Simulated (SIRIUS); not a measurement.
# MgB2 under changes of volume

One of the cells (9.873 Å³/atom); the others are scaled copies at fixed shape and fractional positions:

```
Mg B
1.0
     3.10543    0.00000    0.00000
    -1.55272    2.68938    0.00000
     0.00000    0.00000    3.54633
Mg B
1 2
Direct
  0.00000 0.00000 0.00000
  0.66667 0.33333 0.50000
  0.33333 0.66667 0.50000
```

| Property | Result |
| --- | --- |
| Program | SIRIUS 7.12.0 |
| Functional | PBEsol |
| Potentials or basis | PseudoDojo 0.4.1 PBEsol standard (scalar relativistic) |
| Cutoff | 1152 eV |
| Density cutoff | 4606 eV |
| k mesh | 10 × 10 × 8 |
| Occupations | fermi-dirac, width 0.05 eV |
| Spin | no spin polarisation |

```tsv
volume (Å³/atom)	energy over the lowest point (meV/atom)	pressure (GPa)
9.098	9.33	7.4
9.292	?	?
9.485	0.00	0.4
9.873	6.21	-5.4
10.066	14.28	-8.0
10.260	25.28	-10.3
```

What does the run at 9.292 Å³/atom give?

Energy over the lowest point 2.54 meV/atom; pressure 3.8 GPa.

Worked out: A Birch-Murnaghan fit of order 3 (a polynomial in V^(-2/3)) to the other rows has its minimum at 9.51 Å³/atom with B0 = V·E''(V) = 155 GPa and B' = 3.7 at fixed shape and positions, which overstates the stiffness. It gives 2.52 meV/atom at 9.292 Å³/atom, against the run's 2.54, and -dE/dV = 3.8 GPa, against 3.8.

Energies are extrapolated to zero smearing.
